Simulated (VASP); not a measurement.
# Settings for C: energy and pressure at two fixed cells

C, R-3m (no. 166), 2 atoms in the cell. RevTPSS; PAW potentials C (PBE set). VASP 6.6.1.

Wanted: energy difference within 1 meV/atom; pressure within 0.1 GPa; forces within 0.005 eV/Å; gap on the mesh within 0.01 eV.

Second cell: the given cell, volume scaled by 1.03.

The series start from ENCUT (eV): 520; k mesh: 8 x 8 x 8; PREC and ADDGRID: Accurate; LASPH: yes; LMAXTAU: 6; EDIFF (eV): 1e-7; ALGO and mixing: Normal; LREAL: no; GGA_COMPAT: no. Each series keeps the choices made before it, and each single choice may use up half of a tolerance. Times cover all steps of a run.

## ENCUT (eV)

| ENCUT (eV) | Energy difference (meV/atom) | Pressure (GPa) | Forces, largest deviation (eV/Å) | Gap on the mesh (eV) | Time (s) |
|---|---|---|---|---|---|
| 300 | -17.7 | -21.73 | 0.0750 | 3.464 | 7.7 |
| 350 | -15.2 | -10.15 | 0.0257 | 3.517 | 9.0 |
| 400 | -15.9 | -4.01 | 0.0070 | 3.492 | 11 |
| 450 | -16.7 | -1.03 | 0.0044 | 3.512 | 12 |
| 520 | -16.7 | -0.67 | 0.0045 | 3.509 | 13 |
| 600 | -16.5 | -1.37 | 0.0055 | 3.510 | 16 |
| 700 | -16.0 | -1.53 | 0.0033 | 3.512 | 17 |
| 800 | -16.0 | -1.22 | 0.0007 | 3.511 | 17 |
| 900 | -16.0 | -0.98 | 0.0005 | 3.512 | 33 |
| 1000 | -16.0 | -0.94 | 0.0003 | 3.511 | 29 |
| 1200 (reference) | -16.0 | -1.01 | 0.0000 | 3.511 | 34 |

Chosen: 1200; the next looser run is off by more than half of the tolerance, so convergence isn't shown beyond this value.

## k mesh

| k mesh | Energy difference (meV/atom) | Pressure (GPa) | Forces, largest deviation (eV/Å) | Gap on the mesh (eV) | Time (s) |
|---|---|---|---|---|---|
| 4 x 4 x 4 | -18.2 | 0.19 | 0.0502 | 3.900 | 17 |
| 6 x 6 x 6 | -16.2 | -0.93 | 0.0054 | 3.558 | 26 |
| 8 x 8 x 8 | -16.0 | -1.01 | 0.0006 | 3.511 | 34 |
| 11 x 11 x 11 | -16.0 | -1.02 | 0.0000 | 3.515 | 61 |
| 14 x 14 x 14 (reference) | -16.0 | -1.02 | 0.0000 | 3.520 | 95 |

Chosen: 14 x 14 x 14; the next looser run is off by more than half of the tolerance, so convergence isn't shown beyond this value.

## PREC and ADDGRID

| PREC and ADDGRID | Energy difference (meV/atom) | Pressure (GPa) | Forces, largest deviation (eV/Å) | Gap on the mesh (eV) | Time (s) |
|---|---|---|---|---|---|
| Low | -16.0 | -1.01 | 0.0001 | 3.520 | 37 |
| Normal | -16.0 | -1.02 | 0.0000 | 3.520 | 41 |
| Accurate | -16.0 | -1.02 | 0.0000 | 3.520 | 95 |
| Accurate, ADDGRID (reference) | -16.0 | -1.02 | 0.0000 | 3.520 | 104 |

Chosen: Low, the loosest value from which every tighter one stays within half of the tolerance.

## LASPH

| LASPH | Energy difference (meV/atom) | Pressure (GPa) | Forces, largest deviation (eV/Å) | Gap on the mesh (eV) | Time (s) |
|---|---|---|---|---|---|
| no | -16.0 | -1.01 | 0.0024 | 3.520 | 32 |
| yes (reference) | -16.0 | -1.01 | 0.0000 | 3.520 | 37 |

Chosen: no.

## LMAXTAU

| LMAXTAU | Energy difference (meV/atom) | Pressure (GPa) | Forces, largest deviation (eV/Å) | Gap on the mesh (eV) | Time (s) |
|---|---|---|---|---|---|
| 0 | -16.0 | -1.01 | 0.0000 | 3.520 | 36 |
| 2 | -16.0 | -1.01 | 0.0000 | 3.520 | 33 |
| 4 | -16.0 | -1.01 | 0.0000 | 3.520 | 33 |
| 6 | -16.0 | -1.01 | 0.0000 | 3.520 | 32 |
| 8 (reference) | -16.0 | -1.01 | 0.0000 | 3.520 | 33 |

Chosen: 0.

## EDIFF (eV)

| EDIFF (eV) | Energy difference (meV/atom) | Pressure (GPa) | Forces, largest deviation (eV/Å) | Gap on the mesh (eV) | Time (s) |
|---|---|---|---|---|---|
| 0.0001 | -16.0 | -1.00 | 0.0001 | 3.520 | 26 |
| 1e-5 | -16.0 | -0.99 | 0.0001 | 3.521 | 27 |
| 1e-6 | -16.0 | -1.01 | 0.0000 | 3.520 | 31 |
| 1e-7 | -16.0 | -1.01 | 0.0000 | 3.520 | 36 |
| 1e-8 (reference) | -16.0 | -1.01 | 0.0000 | 3.520 | 36 |

Chosen: 0.0001.

## ALGO and mixing

| ALGO and mixing | Energy difference (meV/atom) | Pressure (GPa) | Forces, largest deviation (eV/Å) | Gap on the mesh (eV) | Time (s) |
|---|---|---|---|---|---|
| Normal | -16.0 | -1.00 | 0.0000 | 3.520 | 26 |
| Fast | -16.0 | -1.06 | 0.0003 | 3.520 | 36 |
| All | -16.0 | -1.00 | 0.0000 | 3.520 | 24 |
| Damped, TIME 0.4 | -16.0 | -0.90 | 0.0013 | 3.520 | 30 |
| Normal, LMIXTAU off | -16.0 | -0.14 | 0.0054 | 3.534 | 32 |

Chosen: Normal; no other choice that stays within half of the tolerance saves 30 % of the time.

## LREAL

| LREAL | Energy difference (meV/atom) | Pressure (GPa) | Forces, largest deviation (eV/Å) | Gap on the mesh (eV) | Time (s) |
|---|---|---|---|---|---|
| no | -16.0 | -1.00 | 0.0000 | 3.520 | 26 |
| Auto | -15.9 | -3.95 | 0.0385 | 3.517 | 29 |

Chosen: no.

## GGA_COMPAT

| GGA_COMPAT | Energy difference (meV/atom) | Pressure (GPa) | Forces, largest deviation (eV/Å) | Gap on the mesh (eV) | Time (s) |
|---|---|---|---|---|---|
| no | -16.0 | -1.00 | 0.0000 | 3.520 | 26 |
| yes | -16.0 | -0.99 | 0.0001 | 3.521 | 27 |

Chosen: no.

## All choices together

| Input | Energy difference (meV/atom) | Pressure (GPa) | Forces, largest deviation (eV/Å) | Gap on the mesh (eV) | Time (s) |
|---|---|---|---|---|---|
| program defaults, coarse mesh (naive) | -16.8 | -3.92 | 0.0120 | 3.541 | 2.3 |
| chosen settings | -16.0 | -1.00 | 0.0026 | 3.520 | 26 |
| reference settings throughout | -16.0 | -1.02 | 0.0000 | 3.520 | 116 |

The chosen settings stay within the tolerance of the reference run, but the reference itself isn't shown to be converged in: ENCUT (eV), k mesh.

Values of the reference run: Forces: 1.166, 1.166, 1.166, -1.166, -1.166, -1.166 eV/Å.

## The input

INCAR:
```
SYSTEM = C
PREC = Low
ENCUT = 1200
EDIFF = 1E-4
ISMEAR = 0
SIGMA = 0.02
LREAL = .FALSE.
LASPH = .FALSE.
GGA_COMPAT = .FALSE.
ALGO = Normal
NELM = 150
ISIF = 2
LWAVE = .FALSE.
LCHARG = .FALSE.
METAGGA = RTPSS
LMIXTAU = .TRUE.
NBANDS = 11
KPAR = 4
LMAXTAU = 0
```

KPOINTS:
```
Automatic mesh
0
Gamma
  14 14 14
  0 0 0
```

POSCAR.step1:
```
C
1.0
    0.0000000000      1.8010282771      1.8010282771
    1.8010282771      0.0000000000      1.8010282771
    1.8010282771      1.8010282771      0.0000000000
C
2
Direct
    0.7500000000      0.7500000000      0.7500000000
    0.5000000000      0.5000000000      0.5000000000
```

POSCAR.step2:
```
C
1.0
    0.0000000000      1.7833700000      1.7833700000
    1.7833700000      0.0000000000      1.7833700000
    1.7833700000      1.7833700000      0.0000000000
C
2
Direct
    0.7500000000      0.7500000000      0.7500000000
    0.5080935300      0.5080935300      0.5080935300
```

Commands (each step's output is kept before the next begins):
```
cat potpaw_PBE.64/C/POTCAR > POTCAR
cp POSCAR.step1 POSCAR
mpirun -np 4 vasp_std > vasp.out
rm WAVECAR CHG
cp POSCAR.step2 POSCAR
mpirun -np 4 vasp_std > vasp.out
```

Limits: One atom is displaced by 0.05 Å on purpose; pressure, forces and gap belong to that cell (POSCAR.step2), and the energy difference is that of POSCAR.step1 less this one, displacement or strain included; LMAXTAU acts only with LASPH = .TRUE., so its series here tests nothing.

The chosen input took VASP 6.6.1 26 s on 4 cores (Intel Xeon 6975P-C (Granite Rapids)), a shared host.

## An input that fails: few steps

The electronic loop stops at its limit of 5 steps.

Changes against the starting input:
```
- NELM = 150
+ NELM = 5
```
